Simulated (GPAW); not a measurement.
A run of GPAW 26.7.0:

The input run.py:

```python
from ase.io import read
from gpaw import PW
from gpaw.dft import DFT

atoms = read('SrO.xyz')

dft = DFT(atoms,
          mode=PW(800),
          xc='PBE',
          kpts={'size': (9, 9, 9), 'gamma': True},
          occupations={'name': 'fermi-dirac', 'width': 0.05},
          nbands=16,
          convergence={'density': 1e-05, 'energy': 1e-05},
          maxiter=150,
          txt='gpaw.txt')
print(f'Energy: {dft.calculate_energy():.6f} eV')
print('Forces (eV/A):')
print(dft.calculate_forces().round(4))
print('Stress (eV/A^3):', dft.calculate_stress().round(6))
dft.write_gpw_file('gs.gpw')
```

File SrO.xyz:

```xyz
2
Lattice="0.0000000000 2.5663000000 2.5663000000 2.5663000000 0.0000000000 2.5663000000 2.5663000000 2.5663000000 0.0000000000" Properties=species:S:1:pos:R:3 pbc="T T T"
Sr     2.5663000000      2.5663000000      2.5663000000
O      0.0000000000      0.0000000000      0.0000000000
```

Potentials or basis: GPAW PAW data sets (gpaw-data 1.2.1), pw.

Run with:

```bash
$ OMP_NUM_THREADS=1 python run.py
```

Hardware: 1 thread of Arm Neoverse V1 (shared host).

Estimate the wall time of this run.

It took 19 s on 1 thread of Arm Neoverse V1 (shared host), peak memory 0.16 GiB. Counts: scf iterations 10, plane waves 1807, bands 16, k points 35.
